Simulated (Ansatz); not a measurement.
# PbSe (Clausthalite) (P1) in Ansatz: convergence with k mesh

Aim: find how far k mesh must go before the results for PbSe (Clausthalite) settle, at PBE. This setting moves, with any that are tied to it; all else stays.

Everything below comes from runs of Ansatz 0.2.0. Logs are shortened: lines on timing, memory, paths and dates and some standing lists are left out, and cuts for length are marked.

### Step 1. The cell of the first run

The typed cell holds 2 atoms: a = 4.328 Å, b = 4.328 Å, c = 4.328 Å, α = 60.00°, β = 60.00°, γ = 60.00°.

The cell isn't the ideal one: atoms moved at random, drawn with an rms of 0.05 Å.

### Step 2. With k mesh 2 × 2 × 2

The input, input.yaml:

```yaml
crystal:
  lattice:
    - [0.0, 3.06065, 3.06065]
    - [3.06065, 0.0, 3.06065]
    - [3.06065, 3.06065, 0.0]
  atoms:
    - { symbol: Pb, position: [-0.002248, -0.003165, -0.000602] }
    - { symbol: Se, position: [0.503088, 0.499995, 0.492699] }
hamiltonian:
  xc: pbe
  pseudopotentials: { kind: paw }
kpoints:
  mp_grid: { grid: [2, 2, 2] }
scf:
  occupations: { method: cold, width: 0.05 }
output:
  forces: true
  stress: true
  eigenvalues: true
```

Potentials or basis: Ansatz PAW.

On the command line:

```sh
$ ansatz run input.yaml --threads 2 --pin off --max-ram 5632MiB --backend cpu --events-out ev --progress --plain --runs-dir out
```

Run time: 0.71 s. Hardware: 2 threads of Arm Neoverse V1, shared host; peak memory 0.3 GiB.

What came out:

| Item | Value |
| --- | --- |
| Free energy | -17375.0650 eV |
| Pressure | 10.2 GPa |
| Largest force | 0.571 eV/Å |
| Band gap on the k mesh | 0.09 eV, direct |

### Step 3. With k mesh 3 × 3 × 3

Edit input.yaml of step 2 so:

```diff
@@ -12,3 +12,3 @@
 kpoints:
-  mp_grid: { grid: [2, 2, 2] }
+  mp_grid: { grid: [3, 3, 3] }
 scf:
```

Potentials or basis: Ansatz PAW.

On the command line:

```sh
$ ansatz run input.yaml --threads 2 --pin off --max-ram 5632MiB --backend cpu --events-out ev --progress --plain --runs-dir out
```

Run time: 0.98 s. Hardware: 2 threads of Arm Neoverse V1, shared host; peak memory 0.3 GiB.

Results:

```yaml
Free_energy: -17376.7182 eV
Pressure: 1.5 GPa
Largest_force: 0.006 eV/Å
Band_gap_on_the_k_mesh: 2.02 eV, direct
```

### Step 4. With k mesh 4 × 4 × 4

Edit input.yaml of step 3 so:

```diff
@@ -12,3 +12,3 @@
 kpoints:
-  mp_grid: { grid: [3, 3, 3] }
+  mp_grid: { grid: [4, 4, 4] }
 scf:
```

On the command line:

```sh
$ ansatz run input.yaml --threads 2 --pin off --max-ram 5632MiB --backend cpu --events-out ev --progress --plain --runs-dir out
```

Wall time 2.3 s (2 threads of Arm Neoverse V1, shared host); peak memory 0.34 GiB.

What came out:

* Free energy: -17376.5934 eV
* Pressure: 2.4 GPa
* Largest force: 0.027 eV/Å
* Band gap on the k mesh: 0.29 eV, direct

### Step 5. With k mesh 6 × 6 × 6

Edit input.yaml of step 4 so:

```diff
@@ -12,3 +12,3 @@
 kpoints:
-  mp_grid: { grid: [4, 4, 4] }
+  mp_grid: { grid: [6, 6, 6] }
 scf:
```

On the command line:

```sh
$ ansatz run input.yaml --threads 2 --pin off --max-ram 5632MiB --backend cpu --events-out ev --progress --plain --runs-dir out
```

Wall time 6.3 s (2 threads of Arm Neoverse V1, shared host); peak memory 0.42 GiB.

What came out:

- Free energy: -17376.6059 eV
- Pressure: 2.4 GPa
- Largest force: 0.009 eV/Å
- Band gap on the k mesh: 0.29 eV, direct

### Step 6. With k mesh 7 × 7 × 7

Edit input.yaml of step 5 so:

```diff
@@ -12,3 +12,3 @@
 kpoints:
-  mp_grid: { grid: [6, 6, 6] }
+  mp_grid: { grid: [7, 7, 7] }
 scf:
```

Potentials or basis: Ansatz PAW.

On the command line:

```sh
$ ansatz run input.yaml --threads 2 --pin off --max-ram 5632MiB --backend cpu --events-out ev --progress --plain --runs-dir out
```

It took 8 s on 2 threads of Arm Neoverse V1, shared host; peak memory 0.47 GiB.

Results (log left out):

```yaml
Free_energy: -17376.6046 eV
Pressure: 2.4 GPa
Largest_force: 0.018 eV/Å
Band_gap_on_the_k_mesh: 0.86 eV, direct
```

### Step 7. With k mesh 9 × 9 × 9

Edit input.yaml of step 6 so:

```diff
@@ -12,3 +12,3 @@
 kpoints:
-  mp_grid: { grid: [7, 7, 7] }
+  mp_grid: { grid: [9, 9, 9] }
 scf:
```

On the command line:

```sh
$ ansatz run input.yaml --threads 2 --pin off --max-ram 5632MiB --backend cpu --events-out ev --progress --plain --runs-dir out
```

It took 17 s on 2 threads of Arm Neoverse V1, shared host; peak memory 0.64 GiB.

Results (log left out):

```
Free energy            : -17376.6027 eV
Pressure               : 2.4 GPa
Largest force          : 0.019 eV/Å
Band gap on the k mesh : 0.69 eV, direct
```

### Step 8. With k mesh 10 × 10 × 10

Edit input.yaml of step 7 so:

```diff
@@ -12,3 +12,3 @@
 kpoints:
-  mp_grid: { grid: [9, 9, 9] }
+  mp_grid: { grid: [10, 10, 10] }
 scf:
```

On the command line:

```sh
$ ansatz run input.yaml --threads 2 --pin off --max-ram 5632MiB --backend cpu --events-out ev --progress --plain --runs-dir out
```

Wall time 24 s (2 threads of Arm Neoverse V1, shared host); peak memory 0.77 GiB.

The run converged. Its results:

* Free energy: -17376.6020 eV
* Pressure: 2.4 GPa
* Largest force: 0.018 eV/Å
* Band gap on the k mesh: 0.29 eV, direct

### Step 9. With k mesh 12 × 12 × 12

Edit input.yaml of step 8 so:

```diff
@@ -12,3 +12,3 @@
 kpoints:
-  mp_grid: { grid: [10, 10, 10] }
+  mp_grid: { grid: [12, 12, 12] }
 scf:
```

Potentials or basis: Ansatz PAW.

On the command line:

```sh
$ ansatz run input.yaml --threads 2 --pin off --max-ram 5632MiB --backend cpu --events-out ev --progress --plain --runs-dir out
```

The program printed:

```text
Warning: RAYON_NUM_THREADS=2 ignored (pool sized by the plan → 2); use --threads N
Engine: ansatz 0.2.0, aarch64-unknown-linux-gnu
Pseudopotentials: kind: paw
Pseudopotential: Pb, paw, valence charge 14, recommended cutoff 420 eV (normal), Pb.paw.azcp
Pseudopotential: Se, paw, valence charge 16, recommended cutoff 420 eV (normal), Se.paw.azcp
Functional definition: PBE
  parameter kappa = 0.804
  parameter beta = 0.06672455060314922
  exchange = pbe_x(kappa = kappa, mu = beta*pi^2/3)
  correlation = pbe_c(beta = beta)
Crystal: 2 atoms, lattice volume = 57.342 Å³
Basis set: ecut = 420 eV, 1139 PW (Γ), exchange–correlation on 60×60×60 points (8 copies of the dense FFT grid, shifted against one another)
Bands: 19, of which v1, the nominal top of the filled ones, is band 15 counted from 1 (14 counted from 0)
Symmetry: 1 space group operations
Space group: P1 (ITA 1), of the structure as read, at distance tolerance 3.9e-5 Å
k-points: 868 of 1728 (time reversal used)
Non-local potential: Pb, projectors of the file, l = 0: 2, l = 1: 2, l = 2: 2, l = 3: 2
Non-local potential: Se, projectors of the file, l = 0: 2, l = 1: 2, l = 2: 3, l = 3: 1
PAW form: soft (Blöchl's): semilocal exchange-correlation on the pseudo side does not see the compensation charge
PAW one-centre angular grid: Pb, 590 points (default); XC on 64 Gauss nodes
PAW one-centre angular grid: Se, 590 points (default); XC on 64 Gauss nodes
Initial density: superposition of atomic densities (neutral atoms: chi_scale 0, normalization atom), corrected by the library's trained network
Initial wavefunctions: pseudopotential atomic-orbital guess
Functional: x = pbe(κ = 0.804, μ = 0.2195149727645171), c = pbe(β = 0.06672455060314922)
SCF iter   1: F=—  HF=-17376.602771 eV  |F-HF|=—  |Δ(HF+E_count)|=         —  Δρ=5.98e-4  dr2=2.27e-4  ethr=1.77e-3  ⟨swp⟩=6.0  Hψ=81107  notcnv=0
preconditioner: auto → none  [insulator: Δε(μ)=0.291 eV  Ē_g=15.319 eV  σ=0.050 eV  W_gap=1.00  n_scr=14 (ndim 8)  ℏωp=21.9 eV  f_vac=0.020  D(μ)=-0.00/eV (n_scr^D=0)  ε∞_Penn≈3.0]
SCF iter   2: F=—  HF=-17376.601815 eV  |F-HF|=—  |Δ(HF+E_count)|=   9.55e-4  S|Δr|=   2.95e-6  Δρ=3.73e-4  dr2=4.17e-5  ethr=7.58e-7  ⟨swp⟩=2.1  Hψ=36658  notcnv=0
SCF iter   3: F=—  HF=-17376.601824 eV  |F-HF|=—  |Δ(HF+E_count)|=   9.26e-6  S|Δr|=   1.14e-6  Δρ=1.92e-4  dr2=1.04e-5  ethr=1.39e-7  ⟨swp⟩=2.0  Hψ=29512  notcnv=0
SCF iter   4: F=—  HF=-17376.601843 eV  |F-HF|=—  |Δ(HF+E_count)|=   1.88e-5  S|Δr|=   2.10e-7  Δρ=6.83e-5  dr2=3.43e-6  ethr=3.47e-8  ⟨swp⟩=2.3  Hψ=28962  notcnv=0
SCF iter   5: F=—  HF=-17376.601842 eV  |F-HF|=—  |Δ(HF+E_count)|=   1.42e-6  S|Δr|=   1.93e-7  Δρ=2.14e-5  dr2=2.89e-7  ethr=1.14e-8  ⟨swp⟩=2.0  Hψ=25018  notcnv=0
SCF iter   6: F=-17376.601842 eV  HF=-17376.601842 eV  |F-HF|=2.28e-9  |Δ(HF+E_count)|=   1.43e-7  S|Δr|=   6.50e-8  Δρ=2.90e-6  dr2=3.51e-9  ethr=3.33e-10  ⟨swp⟩=5.9  Hψ=77956  notcnv=0
SCF 1 converged in 6 iterations: F = -17376.601842 eV  dr2 = 3.51e-9
SCF converged after 6 iterations
Stability not checked: this state was not tested for a lower state beside it, because cold or Methfessel-Paxton smearing, or corrected tetrahedra, fill the levels in a way that the test cannot read (fill_not_monotonic; see scf.lower_state_search)
Free energy (F): -17376.601842 eV
F+E_penalty+E_count: -17376.601847 eV  (lagrangian_ev)
Harris-Foulkes:  -17376.601842 eV  (|F-HF|=2.28e-9)
Internal energy: -17376.601842 eV  (E = F + TS)
E sigma→0 (E₀):  -17376.601842 eV
Entropy (-TS):   0.000000 eV (0.000 meV/atom)
Fermi energy:    9.211720 eV
Step filling:    the computed levels leave a gap of 0.2892 eV = 5.8 smearing widths at the electron count; against every level under it full and every level over it empty, smearing changes F+E_penalty+E_count by +2.32e-7 meV and its σ→0 estimate by -6.59e-6 meV
--- Per-component energies (eV) ---
  E_band       = -425.057044
  E_kinetic    = 406.288674
  E_local      = -3527.759720  (includes V_loc(G=0)·N_el)
  E_nonlocal   = -245.941941
  E_hartree    = 1642.939227
  E_xc         = -325.858226
  E_vxc        = -231.580036  (∫ρ·V_xc dr)
  E_paw        = -12314.657635  (= ΣΔE_a)
  E_vpaw       = -111.938600  (= ΣTr[D̂ρ^β])
  E_aug_tail   = -0.000504  (compensation charges beyond the density's cutoff)
  E_ewald      = -3011.611718
  E_smearing   = 0.000000  (= −TS)
  E_closure    = 0.000000  (closes the sum)
  E_count      = -0.000005  (occupations off the electron count; not in F)
  Σ components = -17376.601842   (vs F -17376.601842, Δ=0.00e0)
--- Forces (eV/Å), atoms counted from 1 ---
  atom   1  Pb    -0.00715471    -0.00275450     0.01718883
  atom   2  Se     0.00715595     0.00275498    -0.01719180
  max |Σ_I F_I| component: 2.97e-6 eV/Å
--- Stress (GPa, compression-positive) ---
        2.443922       0.000403      -0.002509
        0.000403       2.439709      -0.000967
       -0.002509      -0.000967       2.467515
  P = ⅓ Tr σ = 2.4504 GPa (24.504 kbar)
--- Band table (eV; the first three rows and the last of 868) ---
  k-point 0: bands = ["-38.1909", "-38.1908", "-38.1886", "-38.1886", "-38.1885", "-7.8137", "-7.8136", "-7.8136", "-7.8097", "-7.8097", "-4.5675", "2.7346", "7.1476", "7.1493", "7.1498", "13.7361", "13.7372", "13.7431", "15.5516"]
  k-point 1: bands = ["-38.1909", "-38.1908", "-38.1886", "-38.1885", "-38.1885", "-7.8134", "-7.8130", "-7.8130", "-7.8098", "-7.8098", "-4.5144", "2.5498", "7.1659", "7.1675", "7.2817", "13.1731", "13.3995", "13.4045", "15.4424"]
  k-point 2: bands = ["-38.1909", "-38.1908", "-38.1885", "-38.1885", "-38.1885", "-7.8168", "-7.8167", "-7.8127", "-7.8046", "-7.8045", "-4.3606", "2.0763", "7.2203", "7.2220", "7.6022", "12.1609", "12.6894", "12.6930", "15.3545"]
  k-point 867: bands = ["-38.1909", "-38.1908", "-38.1885", "-38.1885", "-38.1884", "-7.8352", "-7.8350", "-7.8106", "-7.7801", "-7.7800", "-3.5030", "0.2342", "7.5544", "7.5560", "9.0341", "9.3233", "10.7303", "10.7325", "17.5755"]
```

It took 40 s on 2 threads of Arm Neoverse V1, shared host; peak memory 1.1 GiB.

Results:

| Quantity | Value |
| --- | --- |
| Free energy | -17376.6018 eV |
| Pressure | 2.5 GPa |
| Largest force | 0.019 eV/Å |
| Band gap on the k mesh | 0.29 eV, direct |

### Step 10. The series at a glance

| k mesh | energy less the tightest run, at zero smearing (meV/atom) | pressure (GPa) | largest force (eV/Å) | gap on the mesh (eV) | SCF cycles | CPU time (s) | peak memory (GiB) |
| --- | --- | --- | --- | --- | --- | --- | --- |
| 2 × 2 × 2 | 768.11 | 10.17 | 0.571 | 0.094 | 11 | 1.2 | 0.3 |
| 3 × 3 × 3 | -58.19 | 1.50 | 0.006 | 2.024 | 6 | 1.8 | 0.3 |
| 4 × 4 × 4 | 4.20 | 2.43 | 0.027 | 0.290 | 8 | 4.4 | 0.34 |
| 6 × 6 × 6 | -2.02 | 2.39 | 0.009 | 0.291 | 8 | 12 | 0.42 |
| 7 × 7 × 7 | -1.38 | 2.39 | 0.018 | 0.863 | 6 | 16 | 0.47 |
| 9 × 9 × 9 | -0.45 | 2.42 | 0.019 | 0.692 | 6 | 35 | 0.64 |
| 10 × 10 × 10 | -0.09 | 2.45 | 0.018 | 0.289 | 6 | 47 | 0.77 |
| 12 × 12 × 12 | 0.00 | 2.45 | 0.019 | 0.289 | 6 | 80 | 1.1 |

Against the tightest run, the energy stays within 1 meV/atom from 9 × 9 × 9 on; the pressure stays within 0.1 GPa from 4 × 4 × 4 on; the largest force stays within 0.005 eV/Å from 7 × 7 × 7 on; the gap on the mesh stays within 0.01 eV from 10 × 10 × 10 on. Meshes of other sizes hit other points, so gaps and Fermi surfaces needn't settle smoothly. The tightest run that finished is the yardstick and may itself not be fully converged.

Caveats: spin-orbit coupling is left out, which as a rule narrows the gap of such compounds by several tenths of an eV.
